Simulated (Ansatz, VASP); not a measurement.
**Two plane-wave programs on C**

```xyz
10
Lattice="4.2700 0.0000 0.0000 -2.1350 3.6980 0.0000 0.0000 0.0000 5.0346" Properties=species:S:1:pos:R:3 pbc="T T T"
C    -1.2308    4.2198    3.7759
C     3.3659   -0.5219    1.2586
C     2.1349    2.6540    3.7759
C     0.0001    1.0440    1.2586
C    -0.9041    0.5221    3.7759
C     3.0391    3.1759    1.2586
C     2.1350    1.2327    3.7759
C     0.0000    2.4653    1.2586
C     0.0000    0.0000    0.0000
C     0.0000    0.0000    2.5173
```

Alike in both runs: functional PBE; k mesh 6 × 6 × 6; occupations gaussian, width 0.1 eV; no spin polarisation.

Ansatz relaxed the structure, and its values are those at the end. VASP's run is a single point on that final structure, the one shown.

```csv
,VASP,Ansatz
version,VASP 6.6.1,Ansatz 0.2.0
potentials or method,"VASP PAW PBE potentials, release 64 (C)","scalar-relativistic, plane waves, PAW"
plane-wave cutoff (eV),520,420
valence electrons in the cell,40,40
```

|  | VASP | Ansatz | Ansatz less VASP |
| --- | --- | --- | --- |
| gap on the k mesh at the Fermi level (eV) | none | none | - |
| pressure (GPa) | 0.3 | 0.1 | -0.20 |

A gap of «none» marks a metal or a gap that the smearing closes.
